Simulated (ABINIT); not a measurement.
# Beyond one shot: BeTe (F-43m), part 2 of 3

Wanted: G0W0 and self-consistent gaps of BeTe (F-43m), with the cost of the cycles.

ABINIT 10.8.3; LDA and many-body steps on it, plane waves. Known limits of the many-body steps: not at the basis limit; exchange with frozen shells missing; no spin-orbit coupling; coarse k mesh.

So far. Step 5 (evGW0, cycle 1): Against G0W0 in ABINIT (4×4×4 mesh, 38 bands, screening to 106.1 eV, Godby-Needs plasmon pole), the gap moves by +0.292 eV. This first cycle still uses the starting levels; it takes the full correction, at all points of the mesh, and its linearised value is 3.039 eV. Step 6 (evGW0, cycle 2): Against the cycle before, the gap moves by −0.138 eV.

The database entry behind the starting cell differs from later determinations by our own check (an axis about 1.5 % short against later determinations), so it need not match the best structure at ambient conditions.

### Step 7. evGW0, cycle 3

Level of this step: evGW0 on LDA, plane waves, norm-conserving pseudopotentials (ABINIT).

The input, run.abi:

```
acell 3*1.0 Angstrom
rprim 
  0.000000000000 2.770000000000 2.770000000000
  2.770000000000 0.000000000000 2.770000000000
  2.770000000000 2.770000000000 -0.000000000000
ntypat 2
znucl 4 52
natom 2
typat 1 2
xred 
  0.000000000000 0.000000000000 0.000000000000
  0.250000000000 0.250000000000 0.250000000000
pp_dirpath "pseudos"
pseudos "Be.upf, Te.upf"
ecut 38
ngkpt 4 4 4
nshiftk 1
shiftk 0 0 0
kptopt 1
chksymbreak 0
istwfk *1
occopt 1
irdwfk 1
optdriver 4
nband 38
gwcalctyp 10
ecutsigx 38
symsigma 1
nkptgw 8
kptgw 
  0.0000000000 0.0000000000 0.0000000000
  0.2500000000 0.0000000000 0.0000000000
  0.5000000000 0.0000000000 0.0000000000
  0.2500000000 0.2500000000 0.0000000000
  0.5000000000 0.2500000000 0.0000000000
  -0.2500000000 0.2500000000 0.0000000000
  0.5000000000 0.5000000000 0.0000000000
  -0.2500000000 0.5000000000 0.2500000000
bdgw 
  1 14
  1 14
  1 14
  1 14
  1 14
  1 14
  1 14
  1 14
ecuteps 3.9
irdscr 1
ppmodel 1
irdqps 1
indata_prefix "in"
outdata_prefix "out"
tmpdata_prefix "tmp"
```

On the command line:

```console
$ OMP_NUM_THREADS=1 mpirun -n 4 abinit run.abi > log
```

The program printed:

```text
.Version 10.8.3 of ABINIT. v10.8.2 released Aug 2026.

 Symmetries : space group F-4 3 m (#216); Bravais cF (face-center cubic)
[... echo of the input left out ...]
== DATASET  1 ==================================================================
-   mpi_nproc: 4, omp_nthreads: 1 (-1 if OMP is not activated)

--- !DatasetInfo
iteration_state: {dtset: 1, }
dimensions: {natom: 2, nkpt: 8, mband: 38, nsppol: 1, nspinor: 1, nspden: 1, mpw: 3250, }
cutoff_energies: {ecut:  38.0, pawecutdg:  -1.0, }
[...]
.  kptgw no:  3; Maximum DeltaE = (   0.288  -0.003) for band index:  7
[...]
.  kptgw no:  7; Maximum DeltaE = (  -0.227   0.334) for band index:  6
.  kptgw no:  8; Maximum DeltaE = (   0.021   0.208) for band index:  5

== END DATASET(S) ==============================================================
================================================================================

 -outvars: echo values of variables after computation  --------
           etotal      0.0000000000E+00
            nband          38
             nkpt           8
          spgroup         216
 [... the other variables as echoed above ...]

 Calculation completed.
```

Run time: 51 s. Hardware: 4 MPI ranks of Arm Neoverse N1, shared host; peak memory 1.2 GiB.

Numbers from this step:

| Item | Value |
| --- | --- |
| quasiparticle gap on the mesh | 3.205 eV |
| gap of the density functional on the mesh | 1.775 eV |
| k of the valence top | 0, 0, 0 |
| k of the conduction bottom | 0.5, 0.5, 0 |
| least direct quasiparticle gap on the computed points | 5.363 eV |

Against the cycle before, the gap moves by +0.012 eV.

### Step 8. evGW0, cycle 4

run.abi is that of step 7.

The program printed:

```text
.Version 10.8.3 of ABINIT. v10.8.2 released Aug 2026.

 Symmetries : space group F-4 3 m (#216); Bravais cF (face-center cubic)
[... echo of the input left out ...]
== DATASET  1 ==================================================================
-   mpi_nproc: 4, omp_nthreads: 1 (-1 if OMP is not activated)

--- !DatasetInfo
iteration_state: {dtset: 1, }
dimensions: {natom: 2, nkpt: 8, mband: 38, nsppol: 1, nspinor: 1, nspden: 1, mpw: 3250, }
cutoff_energies: {ecut:  38.0, pawecutdg:  -1.0, }
[...]
.  kptgw no:  3; Maximum DeltaE = (  -0.306  -0.008) for band index:  7
[...]
.  kptgw no:  7; Maximum DeltaE = (   0.340   0.138) for band index:  2
.  kptgw no:  8; Maximum DeltaE = (   0.314   0.171) for band index:  2

== END DATASET(S) ==============================================================
================================================================================

 -outvars: echo values of variables after computation  --------
           etotal      0.0000000000E+00
            nband          38
             nkpt           8
          spgroup         216
 [... the other variables as echoed above ...]

 Calculation completed.
```

Elapsed: 52 s, on 4 MPI ranks; peak memory 1.2 GiB; 3.4 min of CPU time.

This step gave:

```
quasiparticle gap on the mesh                         : 3.202 eV
gap of the density functional on the mesh             : 1.775 eV
k of the valence top                                  : 0, 0, 0
k of the conduction bottom                            : 0.5, 0.5, 0
least direct quasiparticle gap on the computed points : 5.359 eV
```

Against the cycle before, the gap moves by −0.003 eV.

### Step 9. Screening, 4×4×4 mesh, 38 bands, screening to 106.1 eV

This step: RPA screening on LDA, plane waves, norm-conserving pseudopotentials.

The input, run.abi:

```
acell 3*1.0 Angstrom
rprim 
  0.000000000000 2.770000000000 2.770000000000
  2.770000000000 0.000000000000 2.770000000000
  2.770000000000 2.770000000000 -0.000000000000
ntypat 2
znucl 4 52
natom 2
typat 1 2
xred 
  0.000000000000 0.000000000000 0.000000000000
  0.250000000000 0.250000000000 0.250000000000
pp_dirpath "pseudos"
pseudos "Be.upf, Te.upf"
ecut 38
ngkpt 4 4 4
nshiftk 1
shiftk 0 0 0
kptopt 1
chksymbreak 0
istwfk *1
occopt 1
irdwfk 1
optdriver 3
nband 38
ecuteps 3.9
inclvkb 2
awtr 1
symchi 1
gwcalctyp 10
mbpt_sciss 1.623 eV
nqptdm 1
qptdm 
  0 0 0
indata_prefix "in"
outdata_prefix "out"
tmpdata_prefix "tmp"
```

The program printed:

```text
.Version 10.8.3 of ABINIT. v10.8.2 released Aug 2026.

 Symmetries : space group F-4 3 m (#216); Bravais cF (face-center cubic)
[... echo of the input left out ...]
== DATASET  1 ==================================================================
-   mpi_nproc: 4, omp_nthreads: 1 (-1 if OMP is not activated)

--- !DatasetInfo
iteration_state: {dtset: 1, }
dimensions: {natom: 2, nkpt: 8, mband: 38, nsppol: 1, nspinor: 1, nspden: 1, mpw: 3250, }
cutoff_energies: {ecut:  38.0, pawecutdg:  -1.0, }
electrons: {nelect:   2.00000000E+01, charge:   0.00000000E+00, occopt:   1.00000000E+00, tsmear:   1.00000000E-02, }

 SCREENING: Calculation of the susceptibility and dielectric matrices

 Based on a program developped by R.W. Godby, V. Olevano, G. Onida, and L. Reining.
 Incorporated in ABINIT by V. Olevano, G.-M. Rignanese, and M. Torrent.
.Using double precision arithmetic ; gwpc =  8

[... cell and pseudopotentials left out ...]
--------------------------------------------------------------------------------

 ==== K-mesh for the wavefunctions ====
 Number of points in the irreducible wedge :     8
[... list of points left out ...]
 Together with 24 symmetry operations and time-reversal symmetry
 yields    64 points in the full Brillouin Zone.

 ==== Q-mesh for the screening function ====
 Number of points in the irreducible wedge :     8
[... list of points left out ...]
 Together with 24 symmetry operations and time-reversal symmetry
 yields    64 points in the full Brillouin Zone.

 setmesh: FFT mesh size selected  =    27x   27x   27
          total number of points  =        19683

 vcoul_init : cutoff-mode = AUXILIARY_FUNCTION
 q-points for optical limit:   1
     1)      0.000010    0.000020    0.000030

 Dielectric matrix will be calculated only for some
 selected q points provided by the user through the input variables
 nqptdm and qptdm

- screening: taking advantage of time-reversal symmetry
- Maximum band index for partially occupied states nbvw = 10
- Remaining bands to be divided among processors   nbcw = 28
- Number of bands treated by each node ~7

 rdqps: reading QP wavefunctions of the previous step
        looking for file in_QPS
 file not found, 1st iteration initialized with KS eigenelements

 screening : performing a first self-consistency
 update of the energies in W by a scissor operator
 applying a scissor operator of [eV] :   1.623

 Number of electrons calculated from density =   20.0000; Expected =   20.0000
 average of density, n =  0.069721
 r_s =    1.5072
 omega_plasma =   25.4705 [eV]

 calculating chi0 at frequencies [eV] :
  1    0.000000E+00    0.000000E+00
  2    0.000000E+00    2.547051E+01

--------------------------------------------------------------------------------
  q-point number  1        q = ( 0.000000, 0.000000, 0.000000) [r.l.u.]
--------------------------------------------------------------------------------
[... chi0 elements left out ...]
 For q-point:  0.000010 0.000020 0.000030
  dielectric constant =   7.3885
  dielectric constant without local fields =   8.2266

  Average fulfillment of the sum rule on Im[epsilon] for q-point    1 :     45.83  [%]
[... wings left out ...]
== END DATASET(S) ==============================================================
================================================================================

 -outvars: echo values of variables after computation  --------
           etotal      0.0000000000E+00
            nband          38
             nkpt           8
          spgroup         216
 [... the other variables as echoed above ...]

 Calculation completed.
```

It took 4.1 s on 4 MPI ranks; peak memory 0.41 GiB; 16 s of CPU time.

This step gave:

* ε∞ with local fields, on this mesh, along the program's q direction: 7.388
* the same without local fields: 8.227
* plasma frequency: 25.47 eV
* plane waves in the screening matrix: 113

This screening uses the functional's bands under a rigid shift, the mean opening of the cycle before.

### Step 10. Screening, 4×4×4 mesh, 38 bands, screening to 106.1 eV

This step: RPA screening on LDA from quasiparticle energies, plane waves, norm-conserving pseudopotentials.

Changes to run.abi since step 9:

```diff
@@ -29,7 +29,13 @@
 symchi 1
+irdqps 1
 gwcalctyp 10
-mbpt_sciss 1.623 eV
-nqptdm 1
+nqptdm 7
 qptdm 
-  0 0 0
+  0.2500000000 0.0000000000 0.0000000000
+  0.5000000000 0.0000000000 0.0000000000
+  0.2500000000 0.2500000000 0.0000000000
+  0.5000000000 0.2500000000 0.0000000000
+  -0.2500000000 0.2500000000 0.0000000000
+  0.5000000000 0.5000000000 0.0000000000
+  -0.2500000000 0.5000000000 0.2500000000
 indata_prefix "in"
```

The input, mrgscr.stdin:

```
2
merged
q0_SCR
out_SCR
1
```

On the command line:

```console
$ OMP_NUM_THREADS=1 mpirun -n 4 abinit run.abi > log; mrgscr < mrgscr.stdin
```

The program printed:

```text
.Version 10.8.3 of ABINIT. v10.8.2 released Aug 2026.

 Symmetries : space group F-4 3 m (#216); Bravais cF (face-center cubic)
[... echo of the input left out ...]
== DATASET  1 ==================================================================
-   mpi_nproc: 4, omp_nthreads: 1 (-1 if OMP is not activated)

--- !DatasetInfo
iteration_state: {dtset: 1, }
dimensions: {natom: 2, nkpt: 8, mband: 38, nsppol: 1, nspinor: 1, nspden: 1, mpw: 3250, }
cutoff_energies: {ecut:  38.0, pawecutdg:  -1.0, }
[...]
q-point number  1        q = ( 0.250000, 0.000000, 0.000000) [r.l.u.]
--------------------------------------------------------------------------------
[... chi0 elements left out ...]
  Average fulfillment of the sum rule on Im[epsilon] for q-point    2 :     66.16  [%]

--------------------------------------------------------------------------------
  q-point number  2        q = ( 0.500000, 0.000000, 0.000000) [r.l.u.]
--------------------------------------------------------------------------------
[... chi0 elements left out ...]
  Average fulfillment of the sum rule on Im[epsilon] for q-point    3 :     56.35  [%]

 [... 5 further q-points ...]
```

Wall time 12 s (4 MPI ranks); peak memory 0.46 GiB.

This step gave:

```yaml
plasma_frequency: 25.47 eV
plane_waves_in_the_screening_matrix: 113
```

This screening reads the quasiparticle levels of the cycle before.

### Step 11. evGW, cycle 1

This step: evGW on LDA, plane waves, norm-conserving pseudopotentials.

Changes to run.abi since step 10:

```diff
@@ -23,12 +23,10 @@
 irdwfk 1
-optdriver 3
+optdriver 4
 nband 38
-ecuteps 3.9
-inclvkb 2
-awtr 1
-symchi 1
-irdqps 1
 gwcalctyp 10
-nqptdm 7
-qptdm 
+ecutsigx 38
+symsigma 1
+nkptgw 8
+kptgw 
+  0.0000000000 0.0000000000 0.0000000000
   0.2500000000 0.0000000000 0.0000000000
@@ -40,2 +38,15 @@
   -0.2500000000 0.5000000000 0.2500000000
+bdgw 
+  1 14
+  1 14
+  1 14
+  1 14
+  1 14
+  1 14
+  1 14
+  1 14
+ecuteps 3.9
+irdscr 1
+ppmodel 1
+irdqps 1
 indata_prefix "in"
```

On the command line:

```console
$ OMP_NUM_THREADS=1 mpirun -n 4 abinit run.abi > log
```

The program printed:

```text
.Version 10.8.3 of ABINIT. v10.8.2 released Aug 2026.

 Symmetries : space group F-4 3 m (#216); Bravais cF (face-center cubic)
[... echo of the input left out ...]
== DATASET  1 ==================================================================
-   mpi_nproc: 4, omp_nthreads: 1 (-1 if OMP is not activated)

--- !DatasetInfo
iteration_state: {dtset: 1, }
dimensions: {natom: 2, nkpt: 8, mband: 38, nsppol: 1, nspinor: 1, nspden: 1, mpw: 3250, }
cutoff_energies: {ecut:  38.0, pawecutdg:  -1.0, }
[...]
.  kptgw no:  3; Maximum DeltaE = (  -0.346   0.038) for band index:  6
[...]
.  kptgw no:  7; Maximum DeltaE = (  -0.384   0.148) for band index:  5
.  kptgw no:  8; Maximum DeltaE = (  -0.519   0.181) for band index:  6

== END DATASET(S) ==============================================================
================================================================================

 -outvars: echo values of variables after computation  --------
           etotal      0.0000000000E+00
            nband          38
             nkpt           8
          spgroup         216
 [... the other variables as echoed above ...]

 Calculation completed.
```

Wall time 52 s (4 MPI ranks); peak memory 1.2 GiB; 3.4 min of CPU time.

Numbers from this step:

```yaml
quasiparticle_gap_on_the_mesh: 3.420 eV
gap_of_the_density_functional_on_the_mesh: 1.775 eV
k_of_the_valence_top: 0, 0, 0
k_of_the_conduction_bottom: 0.5, 0.5, 0
least_direct_quasiparticle_gap_on_the_computed_points: 5.602 eV
```

Against G0W0 in ABINIT (4×4×4 mesh, 38 bands, screening to 106.1 eV, Godby-Needs plasmon pole), the gap moves by +0.381 eV.

### Step 12. Screening, 4×4×4 mesh, 38 bands, screening to 106.1 eV

This step: RPA screening on LDA, plane waves, norm-conserving pseudopotentials.

The input, run.abi:

```
acell 3*1.0 Angstrom
rprim 
  0.000000000000 2.770000000000 2.770000000000
  2.770000000000 0.000000000000 2.770000000000
  2.770000000000 2.770000000000 -0.000000000000
ntypat 2
znucl 4 52
natom 2
typat 1 2
xred 
  0.000000000000 0.000000000000 0.000000000000
  0.250000000000 0.250000000000 0.250000000000
pp_dirpath "pseudos"
pseudos "Be.upf, Te.upf"
ecut 38
ngkpt 4 4 4
nshiftk 1
shiftk 0 0 0
kptopt 1
chksymbreak 0
istwfk *1
occopt 1
irdwfk 1
optdriver 3
nband 38
ecuteps 3.9
inclvkb 2
awtr 1
symchi 1
gwcalctyp 10
mbpt_sciss 1.876 eV
nqptdm 1
qptdm 
  0 0 0
indata_prefix "in"
outdata_prefix "out"
tmpdata_prefix "tmp"
```

The program printed:

```text
.Version 10.8.3 of ABINIT. v10.8.2 released Aug 2026.

 Symmetries : space group F-4 3 m (#216); Bravais cF (face-center cubic)
[... echo of the input left out ...]
== DATASET  1 ==================================================================
-   mpi_nproc: 4, omp_nthreads: 1 (-1 if OMP is not activated)

--- !DatasetInfo
iteration_state: {dtset: 1, }
dimensions: {natom: 2, nkpt: 8, mband: 38, nsppol: 1, nspinor: 1, nspden: 1, mpw: 3250, }
cutoff_energies: {ecut:  38.0, pawecutdg:  -1.0, }
[...]
[... chi0 elements left out ...]
 For q-point:  0.000010 0.000020 0.000030
  dielectric constant =   7.1705
  dielectric constant without local fields =   7.9629

  Average fulfillment of the sum rule on Im[epsilon] for q-point    1 :     46.21  [%]
[... wings left out ...]
== END DATASET(S) ==============================================================
================================================================================

 -outvars: echo values of variables after computation  --------
           etotal      0.0000000000E+00
            nband          38
             nkpt           8
          spgroup         216
 [... the other variables as echoed above ...]

 Calculation completed.
```

The job ended after 4.1 s (4 MPI ranks; peak memory 0.41 GiB).

This step gave:

```yaml
eps_infinity_with_local_fields_on_this_mesh_along_the_program_s_q_direction: 7.170
the_same_without_local_fields: 7.963
plasma_frequency: 25.47 eV
plane_waves_in_the_screening_matrix: 113
```

This screening uses the functional's bands under a rigid shift, the mean opening of the cycle before.

### Step 13. Screening, 4×4×4 mesh, 38 bands, screening to 106.1 eV

This step: RPA screening on LDA from quasiparticle energies, plane waves, norm-conserving pseudopotentials.

Changes to run.abi since step 12:

```diff
@@ -29,7 +29,13 @@
 symchi 1
+irdqps 1
 gwcalctyp 10
-mbpt_sciss 1.876 eV
-nqptdm 1
+nqptdm 7
 qptdm 
-  0 0 0
+  0.2500000000 0.0000000000 0.0000000000
+  0.5000000000 0.0000000000 0.0000000000
+  0.2500000000 0.2500000000 0.0000000000
+  0.5000000000 0.2500000000 0.0000000000
+  -0.2500000000 0.2500000000 0.0000000000
+  0.5000000000 0.5000000000 0.0000000000
+  -0.2500000000 0.5000000000 0.2500000000
 indata_prefix "in"
```

mrgscr.stdin is that of step 10.

On the command line:

```console
$ OMP_NUM_THREADS=1 mpirun -n 4 abinit run.abi > log; mrgscr < mrgscr.stdin
```

The program printed:

```text
.Version 10.8.3 of ABINIT. v10.8.2 released Aug 2026.

 Symmetries : space group F-4 3 m (#216); Bravais cF (face-center cubic)
[... echo of the input left out ...]
== DATASET  1 ==================================================================
-   mpi_nproc: 4, omp_nthreads: 1 (-1 if OMP is not activated)

--- !DatasetInfo
iteration_state: {dtset: 1, }
dimensions: {natom: 2, nkpt: 8, mband: 38, nsppol: 1, nspinor: 1, nspden: 1, mpw: 3250, }
cutoff_energies: {ecut:  38.0, pawecutdg:  -1.0, }
[...]
q-point number  1        q = ( 0.250000, 0.000000, 0.000000) [r.l.u.]
--------------------------------------------------------------------------------
[... chi0 elements left out ...]
  Average fulfillment of the sum rule on Im[epsilon] for q-point    2 :     67.33  [%]

--------------------------------------------------------------------------------
  q-point number  2        q = ( 0.500000, 0.000000, 0.000000) [r.l.u.]
--------------------------------------------------------------------------------
[... chi0 elements left out ...]
  Average fulfillment of the sum rule on Im[epsilon] for q-point    3 :     57.09  [%]

 [... 5 further q-points ...]
```

Elapsed: 12 s, on 4 MPI ranks; peak memory 0.46 GiB.

This step gave:

| Property | Result |
| --- | --- |
| plasma frequency | 25.47 eV |
| plane waves in the screening matrix | 113 |

This screening reads the quasiparticle levels of the cycle before.

### Step 14. evGW, cycle 2

This step: evGW on LDA, plane waves, norm-conserving pseudopotentials.

Changes to run.abi since step 13:

```diff
@@ -23,12 +23,10 @@
 irdwfk 1
-optdriver 3
+optdriver 4
 nband 38
-ecuteps 3.9
-inclvkb 2
-awtr 1
-symchi 1
-irdqps 1
 gwcalctyp 10
-nqptdm 7
-qptdm 
+ecutsigx 38
+symsigma 1
+nkptgw 8
+kptgw 
+  0.0000000000 0.0000000000 0.0000000000
   0.2500000000 0.0000000000 0.0000000000
@@ -40,2 +38,15 @@
   -0.2500000000 0.5000000000 0.2500000000
+bdgw 
+  1 14
+  1 14
+  1 14
+  1 14
+  1 14
+  1 14
+  1 14
+  1 14
+ecuteps 3.9
+irdscr 1
+ppmodel 1
+irdqps 1
 indata_prefix "in"
```

On the command line:

```console
$ OMP_NUM_THREADS=1 mpirun -n 4 abinit run.abi > log
```

The program printed:

```text
.Version 10.8.3 of ABINIT. v10.8.2 released Aug 2026.

 Symmetries : space group F-4 3 m (#216); Bravais cF (face-center cubic)
[... echo of the input left out ...]
== DATASET  1 ==================================================================
-   mpi_nproc: 4, omp_nthreads: 1 (-1 if OMP is not activated)

--- !DatasetInfo
iteration_state: {dtset: 1, }
dimensions: {natom: 2, nkpt: 8, mband: 38, nsppol: 1, nspinor: 1, nspden: 1, mpw: 3250, }
cutoff_energies: {ecut:  38.0, pawecutdg:  -1.0, }
[...]
.  kptgw no:  3; Maximum DeltaE = (  -0.141   0.132) for band index:  4
[...]
.  kptgw no:  7; Maximum DeltaE = (  -0.234   0.090) for band index:  6
.  kptgw no:  8; Maximum DeltaE = (  -0.118   0.147) for band index:  6

== END DATASET(S) ==============================================================
================================================================================

 -outvars: echo values of variables after computation  --------
           etotal      0.0000000000E+00
            nband          38
             nkpt           8
          spgroup         216
 [... the other variables as echoed above ...]

 Calculation completed.
```

It took 51 s on 4 MPI ranks; peak memory 1.2 GiB; 3.4 min of CPU time.

Numbers from this step:

```yaml
quasiparticle_gap_on_the_mesh: 3.442 eV
gap_of_the_density_functional_on_the_mesh: 1.775 eV
k_of_the_valence_top: 0, 0, 0
k_of_the_conduction_bottom: 0.5, 0.5, 0
least_direct_quasiparticle_gap_on_the_computed_points: 5.624 eV
```

Against the cycle before, the gap moves by +0.022 eV.

[end of part 2 of 3]

[Paths, hosts, dates, memory and timing lines, banners, echoed tables and standing remarks are left out of the program output.]

[Logs are printed without paths, hosts, clocks, repeated set-up lines and the standing remarks that a program may print on its own settings, such as how far it seeks lower states.]

[Runs of the session that timed out or met a known fault of the program may be left out.]

[Hosts, paths, dates, database ids (printed as entryN), source tags and the programs' standing remarks are cut or masked in the printed files.]

[G0W0 gaps are taken among the corrected bands and points alone; a level outside them can change the order at an edge.]

[Where Ansatz stands beside ABINIT at settings called matched, ABINIT's density can come from a denser mesh and the files from another edition; pairs whose starting gaps differed by over 0.03 eV were left out, so agreement reads better than it is.]
